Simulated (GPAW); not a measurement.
# BP (F-43m) in GPAW: notebook

The runs below take BP through equation of state, single point, dielectric tensor, energy-loss spectrum, optical spectrum by the Bethe-Salpeter equation, with PBEsol+D3, GLLB-SC.

All numbers are computed with GPAW 26.7.0; they aren't measurements. Logs are shortened: lines on timing, memory, paths and dates and some standing lists are left out, and cuts for length are marked. The log counts tension as positive stress, the text compression.

**Measured values to compare with.**

“Equation of state of single-crystal cubic boron phosphide”, 2014, arxiv:1407.1677 reports, for a bulk crystal of BP at 300 K: bulk modulus 179 ± 1 GPa.

How close the calculation comes is told below.

### 1 The structure

The structure is cubic, space group F-43m (No. 216). Conventional cell: a = 4.538 Å, b = 4.538 Å, c = 4.538 Å, α = 90.00°, β = 90.00°, γ = 90.00°. P (site symmetry -43m) is surrounded by 4 B at 1.97 Å. B (site symmetry -43m) is surrounded by 4 P at 1.97 Å.

### 2 Equation of state, PBEsol+D3

Input file run.py:

```python
import spglib
from ase import Atoms
from ase.calculators.mixing import SumCalculator
from ase.eos import EquationOfState
from ase.io import Trajectory, read
from ase.units import GPa
from dftd3.ase import DFTD3
from gpaw import GPAW, PW, setup_paths

setup_paths.insert(0, '.')

atoms = read('BP.cif')
cell, positions, numbers = spglib.find_primitive(
    (atoms.cell[:], atoms.get_scaled_positions(), atoms.numbers), symprec=1e-4)
atoms = Atoms(numbers, cell=cell, scaled_positions=positions, pbc=True)

traj = Trajectory('eos.traj', 'w')
volumes, energies = [], []
for x in [0.94, 0.96, 0.98, 1.0, 1.02, 1.04, 1.06]:
    a = atoms.copy()
    a.set_cell(atoms.cell * x**(1 / 3), scale_atoms=True)
    calc = GPAW(mode=PW(800),
                xc='PBEsol',
                kpts={'size': (10, 10, 10), 'gamma': True},
                occupations={'name': 'fermi-dirac', 'width': 0.05},
                nbands=11,
                convergence={'density': 1e-05, 'energy': 1e-05},
                maxiter=150,
                txt=f'eos-{x:.2f}.txt')
    a.calc = SumCalculator([calc, DFTD3(method='pbesol', damping='d3zero')])
    energies.append(a.get_potential_energy())
    volumes.append(a.get_volume())
    p = -a.get_stress()[:3].mean() / GPa
    calc.write(f'eos-{x:.2f}.gpw')
    traj.write(a)
    print(f'{x:.2f} {volumes[-1]:10.4f} A^3 {energies[-1]:14.6f} eV {p:9.3f} GPa', flush=True)

v0, e0, B = EquationOfState(volumes, energies, eos='birchmurnaghan').fit()
print(f'V0 = {v0:.4f} A^3, E0 = {e0:.6f} eV, B0 = {B / GPa:.2f} GPa')
```

Input file BP.cif:

```cif
data_BP
_cell_length_a 4.53800000
_cell_length_b 4.53800000
_cell_length_c 4.53800000
_cell_angle_alpha 90.00000000
_cell_angle_beta 90.00000000
_cell_angle_gamma 90.00000000
_space_group_name_H-M_alt 'F-43m'
_space_group_name_Hall 'F -4 2 3'
_space_group_IT_number 216
loop_
_space_group_symop_operation_xyz
'x,y,z'
'y,-x,-z'
'-x,-y,z'
'-y,x,-z'
'x,-y,-z'
'y,x,z'
'-x,y,-z'
'-y,-x,z'
'z,x,y'
'-z,y,-x'
'z,-x,-y'
'-z,-y,x'
'-z,x,-y'
'z,y,x'
'-z,-x,y'
'z,-y,-x'
'y,z,x'
'-x,-z,y'
'-y,z,-x'
'x,-z,-y'
'-y,-z,x'
'x,z,y'
'y,-z,-x'
'-x,z,-y'
'x,y+1/2,z+1/2'
'y,-x+1/2,-z+1/2'
'-x,-y+1/2,z+1/2'
'-y,x+1/2,-z+1/2'
'x,-y+1/2,-z+1/2'
'y,x+1/2,z+1/2'
'-x,y+1/2,-z+1/2'
'-y,-x+1/2,z+1/2'
'z,x+1/2,y+1/2'
'-z,y+1/2,-x+1/2'
'z,-x+1/2,-y+1/2'
'-z,-y+1/2,x+1/2'
'-z,x+1/2,-y+1/2'
'z,y+1/2,x+1/2'
'-z,-x+1/2,y+1/2'
'z,-y+1/2,-x+1/2'
'y,z+1/2,x+1/2'
'-x,-z+1/2,y+1/2'
'-y,z+1/2,-x+1/2'
'x,-z+1/2,-y+1/2'
'-y,-z+1/2,x+1/2'
'x,z+1/2,y+1/2'
'y,-z+1/2,-x+1/2'
'-x,z+1/2,-y+1/2'
'x+1/2,y,z+1/2'
'y+1/2,-x,-z+1/2'
'-x+1/2,-y,z+1/2'
'-y+1/2,x,-z+1/2'
'x+1/2,-y,-z+1/2'
'y+1/2,x,z+1/2'
'-x+1/2,y,-z+1/2'
'-y+1/2,-x,z+1/2'
'z+1/2,x,y+1/2'
'-z+1/2,y,-x+1/2'
'z+1/2,-x,-y+1/2'
'-z+1/2,-y,x+1/2'
'-z+1/2,x,-y+1/2'
'z+1/2,y,x+1/2'
'-z+1/2,-x,y+1/2'
'z+1/2,-y,-x+1/2'
'y+1/2,z,x+1/2'
'-x+1/2,-z,y+1/2'
'-y+1/2,z,-x+1/2'
'x+1/2,-z,-y+1/2'
'-y+1/2,-z,x+1/2'
'x+1/2,z,y+1/2'
'y+1/2,-z,-x+1/2'
'-x+1/2,z,-y+1/2'
'x+1/2,y+1/2,z'
'y+1/2,-x+1/2,-z'
'-x+1/2,-y+1/2,z'
'-y+1/2,x+1/2,-z'
'x+1/2,-y+1/2,-z'
'y+1/2,x+1/2,z'
'-x+1/2,y+1/2,-z'
'-y+1/2,-x+1/2,z'
'z+1/2,x+1/2,y'
'-z+1/2,y+1/2,-x'
'z+1/2,-x+1/2,-y'
'-z+1/2,-y+1/2,x'
'-z+1/2,x+1/2,-y'
'z+1/2,y+1/2,x'
'-z+1/2,-x+1/2,y'
'z+1/2,-y+1/2,-x'
'y+1/2,z+1/2,x'
'-x+1/2,-z+1/2,y'
'-y+1/2,z+1/2,-x'
'x+1/2,-z+1/2,-y'
'-y+1/2,-z+1/2,x'
'x+1/2,z+1/2,y'
'y+1/2,-z+1/2,-x'
'-x+1/2,z+1/2,-y'
loop_
_atom_site_label
_atom_site_type_symbol
_atom_site_symmetry_multiplicity
_atom_site_Wyckoff_symbol
_atom_site_fract_x
_atom_site_fract_y
_atom_site_fract_z
_atom_site_occupancy
P1 P 4 c 0.2500000000 0.2500000000 0.2500000000 1
B1 B 4 a 0.0000000000 0.0000000000 0.0000000000 1
```

Potentials or basis: PAW data sets generated in the run's folder for this functional, pw.

Started as:

```bash
$ gpaw-setup -f PBEsol B P
$ OMP_NUM_THREADS=1 python run.py
```

The program printed:

```text
__  _  _
 | _ |_)|_||  |
 |__||  | ||/\| - 26.7.0

Input parameters:
  mode=PW(ecut=800.0),
  convergence={'density': 1e-05, 'energy': 1e-05},
  kpts=MonkhorstPack(size=(10, 10, 10), gamma=True),
  maxiter=150,
  nbands=11,
  occupations=Occupations(name='fermi-dirac', width=0.05),
  xc=XC(name='PBEsol')

Diagonalizing LCAO Hamiltonian
Converting LCAO to pw mode

           P
       B

Atoms  # Å, Bohr magnetons
|   | symbol |        x |        y |        z |    initial magnetic moments |
|---|--------|----------|----------|----------|-----------------------------|
| 0 |      P | 1.119167 | 1.119167 | 1.119167 | ( 0.0000,  0.0000,  0.0000) |
| 1 |      B | 0.000000 | 0.000000 | 0.000000 | ( 0.0000,  0.0000,  0.0000) |

Unit cell  # Å
| periodic |        x |        y |        z |  lengths |    angles |
|----------|----------|----------|----------|----------|-----------|
|      yes | 0.000000 | 2.238334 | 2.238334 | 3.165482 | 60.000000 |
|      yes | 2.238334 | 0.000000 | 2.238334 | 3.165482 | 60.000000 |
|      yes | 2.238334 | 2.238334 | 0.000000 | 3.165482 | 60.000000 |

Number of symmetries: 24
Symmetry operations  # r_c * U_cc + t_c -> r_c
|    | kind |            matrix            |
|----|------|------------------------------|
|  0 |  E   |  1, 0, 0,  0, 1, 0,  0, 0, 1 |
|  1 |  σ   |  1, 0, 0,  0, 0, 1,  0, 1, 0 |
|  2 |  σ   |  1, 0,-1,  0, 1,-1,  0, 0,-1 |
|  3 |  C3  |  1, 0,-1,  0, 0,-1,  0, 1,-1 |
|  4 |  C3  |  1,-1, 0,  0,-1, 1,  0,-1, 0 |
|  5 |  σ   |  1,-1, 0,  0,-1, 0,  0,-1, 1 |
|  6 |  σ   |  0, 1, 0,  1, 0, 0,  0, 0, 1 |
|  7 |  C3  |  0, 1, 0,  0, 0, 1,  1, 0, 0 |
|  8 |  C2  |  0, 1,-1,  1, 0,-1,  0, 0,-1 |
|  9 |  S4  |  0, 1,-1,  0, 0,-1,  1, 0,-1 |
| 10 |  C3  |  0, 0, 1,  1, 0, 0,  0, 1, 0 |
| 11 |  σ   |  0, 0, 1,  0, 1, 0,  1, 0, 0 |
| 12 |  S4  |  0, 0,-1,  1, 0,-1,  0, 1,-1 |
| 13 |  C3  |  0, 0,-1,  0, 1,-1,  1, 0,-1 |
| 14 |  S4  |  0,-1, 1,  1,-1, 0,  0,-1, 0 |
| 15 |  C2  |  0,-1, 1,  0,-1, 0,  1,-1, 0 |
| 16 |  C3  |  0,-1, 0,  1,-1, 0,  0,-1, 1 |
| 17 |  S4  |  0,-1, 0,  0,-1, 1,  1,-1, 0 |
| 18 |  S4  | -1, 1, 0, -1, 0, 1, -1, 0, 0 |
| 19 |  C3  | -1, 1, 0, -1, 0, 0, -1, 0, 1 |
| 20 |  C3  | -1, 0, 1, -1, 1, 0, -1, 0, 0 |
| 21 |  S4  | -1, 0, 1, -1, 0, 0, -1, 1, 0 |
| 22 |  σ   | -1, 0, 0, -1, 1, 0, -1, 0, 1 |
| 23 |  C2  | -1, 0, 0, -1, 0, 1, -1, 1, 0 |

BZ-sampling:
  Number of BZ points: 1000
  Number of IBZ points: 47

  Monkhorst-Pack size: [10, 10, 10]
  Monkhorst-Pack shift: [0.05, 0.05, 0.05]

K-points  # in reciprocal-cell coordinates
|     |                                coordinates |     weight |
|-----|--------------------------------------------|------------|
|   0 | (  0.00000000,   0.00000000,   0.00000000) | 0.00100000 |
|   1 | (  0.10000000,   0.10000000,   0.00000000) | 0.00600000 |
|   2 | (  0.10000000,   0.10000000,   0.10000000) | 0.00800000 |
|   3 | (  0.20000000,   0.10000000,   0.10000000) | 0.01200000 |
|   4 | (  0.20000000,   0.20000000,   0.00000000) | 0.00600000 |
|   5 | (  0.20000000,   0.20000000,   0.10000000) | 0.02400000 |
|   6 | (  0.20000000,   0.20000000,   0.20000000) | 0.00800000 |
|   7 | (  0.30000000,   0.20000000,   0.10000000) | 0.02400000 |
|   8 | (  0.30000000,   0.20000000,   0.20000000) | 0.02400000 |
|   9 | (  0.30000000,   0.30000000,   0.00000000) | 0.00600000 |
| ... |                                            |            |
|  46 | (  0.50000000,   0.50000000,   0.50000000) | 0.00400000 |

Plane wave coefficients: 1179
Cutoff: 800.0 eV

Spin-components: 1 (collinear spins)
Bands:           11
Projectors:      10
Spin-degeneracy: 2
Datatype:        complex128

Density:
  Valence electrons: 8.0
  Components: 1
  Grid points: [21 21 21]
  Charge: 0.0  # |e|

Potential:
  Grid points: [21 21 21]

species:
  P:
    name:    Phosphorus
    Z:       15.0
    valence: 5
    core:    10
    charge:  0.0  # [|e|]
    compensation charges:
      type: gauss
      rc: 0.30  # [Å]
      lmax: 2
    cutoffs:
      filter: 1.69  # [Å]
      core: 1.81  # [Å]
    projectors
    | kind |    occ | energy [eV] | rcut [Å] |
    |------|--------|-------------|----------|
    |   3s |  2.000 |     -13.916 |    0.953 |
    |   3p |  3.000 |      -5.479 |    0.953 |
    |    s |        |      13.296 |    0.953 |
    |    p |        |      21.732 |    0.953 |
    |    d |        |       0.000 |    0.953 |

    Using partial waves for P as LCAO basis

  B:
    name:    Boron
    Z:       5.0
    valence: 3
    core:    2
    charge:  0.0  # [|e|]
    compensation charges:
      type: gauss
      rc: 0.20  # [Å]
      lmax: 2
    cutoffs:
      filter: 1.14  # [Å]
      core: 1.42  # [Å]
    projectors
    | kind |    occ | energy [eV] | rcut [Å] |
    |------|--------|-------------|----------|
    |   2s |  2.000 |      -9.361 |    0.635 |
    |   2p |  1.000 |      -3.555 |    0.635 |
    |    s |        |      17.850 |    0.635 |
    |    p |        |      23.657 |    0.635 |
    |    d |        |       0.000 |    0.635 |

    Using partial waves for B as LCAO basis

Reference energy: -9952.749089  # eV

eigensolver:
  PPCG
  Converge bands: occupied
  niter=2

density mixing:
  MSR1-Mixer
  Pratt-step length: 0.05
  Maximum mixing coefficient: 0.75
  Old densities: 10
  SVD Regularization: 0.005
  Good broyden scale: 1.0
  Trust region scale: 1.0
  Backstep threshold: 4.0
  History deletion threshold: 6.0
  Fourier metric: weight=20.0, sigma=0.015

occupation numbers:
  Fermi-Dirac:
    width: 0.0500  # eV

poisson solver:
  ecut: 6400.0  # eV

xc functional:
  name: PBEsol with 2 nearest neighbor stencil

convergence criteria:
- Maximum integral of absolute [dens]ity change: 1e-05 electrons / valence electron
- Maximum [total energy] change in last 3 cyles: 1e-05 eV / valence electron
- Maximum integral of absolute [eigenst]ate change: 4e-08 eV^2 / valence electron
maximum number of iterations: 150

SCF iterations
|iter     | |      energy | eigst |  dens |
|---------|-|-------------|-------|-------|
|iter:   1| |  -14.425321 | +0.13 |       |
|iter:   2| |  -14.296376 | -2.14 | -0.69 |
|iter:   3| |  -13.701432 | -1.46 | -0.73 |
|iter:   4| |  -13.692525 | -3.00 | -1.45 |
|iter:   5| |  -13.692460 | -4.11 | -1.97 |
|iter:   6| |  -13.692483c| -5.37 | -2.61 |
|iter:   7| |  -13.692483c| -7.27 | -3.83 |
|iter:   8| |  -13.692483c| -7.64c| -4.42 |
|iter:   9| |  -13.692483c| -8.74c| -5.64c|

Converged in 9 steps
Energy contributions relative to reference atoms: (reference = -9952.749089)

Energy contributions:
  Kinetic:          17.100168
  Coulomb:         -14.553758
  Zero:             -0.025313
  External:          0.000000
  Xc:              -16.213580
  Entropy:          -0.000000
  Spinorbit:         0.000000
  ----------------------------
  Free energy:     -13.692483
  Extrapolated:    -13.692483

dipole moment: (-10.540810, -10.540810, -10.540810)  # |e|*Ang

Fermi level: 9.211
Eigenvalues  # (at kpt = [0.000, 0.000, 0.000])
| band index |      eig [eV] | occ [0-2] |
|------------|---------------|-----------|
|          0 |        -7.168 |     2.000 |
|          1 |         8.690 |     2.000 |
|          2 |         8.690 |     2.000 |
|          3 |         8.690 |     2.000 |
|          4 |        12.120 |     0.000 |
|          5 |        12.120 |     0.000 |
|          6 |        12.120 |     0.000 |
|          7 |        16.680 |     0.000 |
|          8 |        20.272 |     0.000 |
|          9 |        20.797 |     0.000 |
|         10 |        20.797 |     0.000 |

Gap: 1.082 eV
Transition (v -> c):
  (s=0, k=0, n=3, [0.00, 0.00, 0.00]) -> (s=0, k=24, n=4, [0.40, 0.40, 0.00])
Direct/indirect transitions are different
Direct gap: 3.429 eV
Transition at: (s=0, k=0, n=3, [0.00, 0.00, 0.00])

Stress tensor  # eV/Ang^3
|         x |         y |         z |
|-----------|-----------|-----------|
| -0.034187 |  0.000000 |  0.000000 |
|  0.000000 | -0.034187 | -0.000000 |
|  0.000000 | -0.000000 | -0.034187 |

# Writing to eos-0.96.gpw (mode='')
```

Run time: 70 s. Hardware: 1 thread of Intel Xeon Platinum 8488C (Sapphire Rapids), shared host; peak memory 0.25 GiB.

Results:

* Equilibrium volume: 11.44 Å³/atom
* Bulk modulus: 174 GPa
* Pressure derivative of the bulk modulus: 3.9

Energy against volume, from the lowest point:
```
volume (Å³/atom)  energy (meV/atom)
          10.981              10.62
          11.214               2.46
          11.448               0.00
          11.682               2.72
          11.915              10.13
          12.149              21.77
          12.383              37.25
```

### 3 Single point, GLLB-SC

Input file run.py:

```python
from ase.dft.bandgap import bandgap
from ase.io import read, write
from gpaw import GPAW, PW

atoms = read('BP.cif')

calc = GPAW(mode=PW(550),
            xc='GLLBSC',
            kpts={'size': (8, 8, 8), 'gamma': True},
            occupations={'name': 'fermi-dirac', 'width': 0.01},
            nbands=11,
            convergence={'density': 1e-05, 'energy': 1e-05},
            maxiter=150,
            txt='gpaw.txt')
atoms.calc = calc
energy = atoms.get_potential_energy()
calc.write('gs.gpw')
write('result.traj', atoms)
print('Fermi level:', round(calc.get_fermi_level(), 4), 'eV')
print(f'Gap: {bandgap(calc)[0]:.4f} eV, direct: {bandgap(calc, direct=True)[0]:.4f} eV')
```

Input file BP.cif:

```cif
data_BP
_cell_length_a 3.20885057
_cell_length_b 3.20885057
_cell_length_c 3.20885057
_cell_angle_alpha 60.00000000
_cell_angle_beta 60.00000000
_cell_angle_gamma 60.00000000
_space_group_name_H-M_alt 'P1'
_space_group_name_Hall 'P 1'
_space_group_IT_number 1
loop_
_space_group_symop_operation_xyz
'x,y,z'
loop_
_atom_site_label
_atom_site_type_symbol
_atom_site_symmetry_multiplicity
_atom_site_Wyckoff_symbol
_atom_site_fract_x
_atom_site_fract_y
_atom_site_fract_z
_atom_site_occupancy
P1 P 1 a 0.7500000000 0.7500000000 0.7500000000 1
B1 B 1 a 0.0000000000 0.0000000000 0.0000000000 1
```

Potentials or basis: the program's PAW data sets (release 1.2.1) made for this functional, pw.

Started as:

```bash
$ OMP_NUM_THREADS=1 python run.py
```

Wall time 11 s (1 thread of Arm Neoverse V1, shared host); peak memory 0.13 GiB.

These settings aren't checked as converged: the numbers below hold their error.

What came out:

| Property | Result |
| --- | --- |
| Band gap on the k mesh, Kohn-Sham part alone | 1.36 eV, indirect (least direct gap 3.57 eV) |

Caveat: a model potential gives levels but no total energy.

(Part 1 of 3 ends here.)
